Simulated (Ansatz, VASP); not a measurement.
# CuAu in VASP and in Ansatz

File INCAR:

```
ALGO = Normal
EDIFF = 1E-7
ENCUT = 520
GGA = PS
ISIF = 2
ISMEAR = -1
LASPH = T
LCHARG = F
LREAL = F
LWAVE = F
NBANDS = 18
NELM = 100
PREC = Accurate
SIGMA = 0.05
```

File KPOINTS:

```
k-points
0
Gamma
  11 11 11
```

File POSCAR:

```
CuAu
1.0
    1.4135984423      0.8161414412      4.1692857537
   -1.4135984423      0.8161414412      4.1692857537
    0.0000000000     -1.6322828824      4.1692857537
Au Cu
1 1
Direct
    0.0000000000      0.0000000000      0.0000000000
    0.5000000000      0.5000000000      0.5000000000
```

File input.yaml:

```yaml
crystal:
  lattice:
    - [1.4135984423, 0.8161414412, 4.1692857537]
    - [-1.4135984423, 0.8161414412, 4.1692857537]
    - [0.0, -1.6322828824, 4.1692857537]
  atoms:
    - { symbol: Au, position: [0.0, 0.0, 0.0] }
    - { symbol: Cu, position: [0.5, 0.5, 0.5] }
hamiltonian:
  xc: pbesol
  pseudopotentials: { kind: paw }
kpoints:
  mp_grid: { grid: [11, 11, 11] }
scf:
  occupations: { method: fermi_dirac, width: 0.05 }
output:
  forces: true
  stress: true
  eigenvalues: true
```

The cell comes from a database or a generator and needn't be the stable form of this composition.

Alike in both runs: task single point; functional PBEsol; k mesh 11 × 11 × 11; occupations fermi-dirac, width 0.05 eV; no spin polarisation.

```csv
,VASP,Ansatz
version,VASP 6.6.1,Ansatz 0.2.0
potentials or method,"VASP PAW PBE potentials, release 64 (Au, Cu)",Ansatz PAW
plane-wave cutoff (eV),520,420
valence electrons in the cell,22,38
```

```csv
,VASP,Ansatz,Ansatz less VASP
gap on the k mesh at the Fermi level (eV),none,none,-
pressure (GPa),0.9,0.8,-0.07
largest component of the traceless stress (GPa),2.04,1.89,-0.144
```

A gap of «none» marks a metal or a gap that the smearing closes. The two sets of potentials don't hold the same shells in valence.

Caveats: the PAW data sets were made with another functional, which shifts forces and pressure a little (VASP); the PAW data sets come from PBE, with cores solved anew for the run's functional, which leaves a small shift of forces and pressure (Ansatz). The runs have no spin-orbit coupling, so splittings on Au are missing.
